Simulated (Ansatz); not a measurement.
# How far is PAW off for CaSe?

```xyz
2
Lattice="0.0000 2.9560 2.9560 2.9560 0.0000 2.9560 2.9560 2.9560 0.0000" Properties=species:S:1:pos:R:3 pbc="T T T"
Ca    0.0000    0.0000    0.0000
Se    2.9560    2.9560    2.9560
```

Atoms are numbered in the order listed.

Conventional cell: a = 5.912 Å, b = 5.912 Å, c = 5.912 Å, α = 90.00°, β = 90.00°, γ = 90.00°. Ca (atom 1) has 6 Se at 2.96 Å as nearest neighbours. Se (atom 2) has 6 Ca at 2.96 Å as nearest neighbours.

The cell is COD entry 1010880, as deposited and not checked against the literature; nothing was relaxed. It is an old determination, and later ones may differ.

Methods: DFT, PBE, PAW with Ansatz's default frozen-core files, scalar-relativistic (Ansatz 0.2.0); DFT, PBE, all-electron LAPW, scalar-relativistic (Ansatz 0.2.0).

For PAW: a Γ-centred 7×7×7 k mesh, Fermi–Dirac smearing of 0.02 eV, cutoff 420 eV, no spin polarisation. LAPW targets a basis error of 0.25 meV/atom. The Ansatz runs share mesh, smearing and spin set-up. Plane-wave (PAW) pressures include the program's estimate of the Pulay term.

Stress and pressure are positive in compression.

Levels count from the top of the valence band.

PAW results:

```
                      quantity     PAW
                pressure (GPa)    1.17
                 band gap (eV)   2.029
highest filled level at L (eV)  -1.195
  lowest empty level at L (eV)   4.524
highest filled level at X (eV)  -0.934
  lowest empty level at X (eV)   2.029
highest filled level at U (eV)  -1.113
  lowest empty level at U (eV)   3.279
```

Problem. What does all-electron LAPW give for the same quantities?

Solution. 
```
                      quantity    LAPW
                pressure (GPa)    1.17
                 band gap (eV)   2.029
highest filled level at L (eV)  -1.195
  lowest empty level at L (eV)   4.523
highest filled level at X (eV)  -0.934
  lowest empty level at X (eV)   2.029
highest filled level at U (eV)  -1.113
  lowest empty level at U (eV)   3.279
```
